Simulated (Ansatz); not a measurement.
FePt and the effect of the dispersion correction

The cell as given:

Symmetry: P4/mmm, No. 123, tetragonal system. The conventional cell has a = 2.724 Å, b = 2.724 Å, c = 3.720 Å, α = 90.00°, β = 90.00°, γ = 90.00°. Around Pt (site symmetry 4/mmm) lie 8 Fe at 2.68 Å and 4 Pt at 2.72 Å. Fe (site symmetry 4/mmm) has 8 Pt at 2.68 Å and 4 Fe at 2.72 Å as nearest neighbours.

Kept alike: task relaxation of cell and atoms; functional PBEsol; k mesh 10 × 10 × 7; occupations fermi-dirac, width 0.05 eV; collinear spin, ferromagnetic start. Program: Ansatz, Ansatz PAW, cutoff 420 eV. The mesh is that of the run's cell of 2 atoms. No spin-orbit coupling.

| dispersion correction | volume (Å³/atom) | first edge of the run's cell (Å) | third edge of the run's cell (Å) | largest site moment (μB) |
| --- | --- | --- | --- | --- |
| D3(BJ) | 13.075 | 2.671 | 3.664 | 2.85 |
| D3(BJ)-ATM | 13.174 | 2.678 | 3.675 | 2.86 |
| D4 | 13.234 | 2.682 | 3.680 | 2.86 |
| none | 13.423 | 2.694 | 3.699 | 2.89 |

The relaxations keep at least the cell's symmetry (P4/mmm). For a metal such a mesh leaves the last digits unconverged. Relaxations stop with a little pressure left, so the last digits of a volume or edge aren't settled. The runs hold the magnetic state that their start led to, which needn't be the lowest. Site moments count inside each atom's sphere or projector. All rows use potentials made for PBE.

What does the dispersion correction change here?

The volume runs from 13.075 (D3(BJ)) to 13.423 Å³/atom (none). Against no correction: D3(BJ) -2.6 %; D3(BJ)-ATM -1.9 %; D4 -1.4 %. Dispersion terms mostly attract and so lower the volume; the schemes' coefficients and damping set how far. The first edge of the run's cell runs from 2.671 (D3(BJ)) to 2.694 Å (none). The third edge of the run's cell runs from 3.664 (D3(BJ)) to 3.699 Å (none). The largest site moment runs from 2.85 (D3(BJ)) to 2.89 μB (none).
